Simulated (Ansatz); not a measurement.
ZnS (P6_3mc), random displacements

These are results of DFT r2SCAN, scalar-relativistic, plane waves, PAW in Ansatz 0.2.0, not measurements. Cutoff 500 eV, Γ-centred 6×6×2 k-points, Gaussian smearing of 0.05 eV. No spin polarisation. Energies are free energies at this smearing, counted from the undisturbed cell; pressure is positive in compression.

The starting cell (as given, not relaxed at this level):

```
Zn S
1.0
     3.82270    0.00000    0.00000
    -1.91135    3.31056    0.00000
     0.00000    0.00000   12.52000
Zn S
4 4
Direct
  0.00000 0.00000 0.00000
  0.00000 0.00000 0.50000
  0.33333 0.66667 0.25000
  0.66667 0.33333 0.75000
  0.00000 0.00000 0.18750
  0.00000 0.00000 0.68750
  0.33333 0.66667 0.43750
  0.66667 0.33333 0.93750
```

The atoms are displaced (Å, in the unstrained cell):

| atom | ux | uy | uz |
| --- | --- | --- | --- |
| Zn1 | -0.088 | -0.053 | 0.172 |
| Zn2 | 0.061 | 0.077 | -0.209 |
| Zn3 | -0.111 | 0.282 | -0.363 |
| Zn4 | -0.022 | -0.544 | 0.308 |
| S5 | -0.047 | -0.177 | 0.282 |
| S6 | 0.068 | 0.009 | 0.153 |
| S7 | -0.356 | 0.230 | -0.235 |
| S8 | 0.494 | 0.176 | -0.108 |

Strain (Voigt, engineering shear): (-0.0223, -0.0259, -0.0426, 0.0319, 0.0364, 0.0198).

Problem. What are the energy change, the stress and the forces?

Solution. ΔE = 648.5 meV/atom; stress (xx, yy, zz, yz, xz, xy; compression positive) (33.68, 9.53, 12.40, 3.80, -1.20, -10.77) GPa; gap on the mesh 1.49 eV.
```csv
atom,Fx (eV/Å),Fy,Fz
Zn1,1.30,-0.81,0.59
Zn2,-6.11,3.85,3.76
Zn3,3.06,-3.40,1.48
Zn4,0.04,0.49,-1.86
S5,-3.23,3.57,-2.71
S6,-0.68,-1.13,-2.15
S7,6.64,-4.10,-1.45
S8,-1.02,1.53,2.34
```

Cost: 1 run of about 0.87 core-minutes, on Arm Neoverse V2 (shared hosts).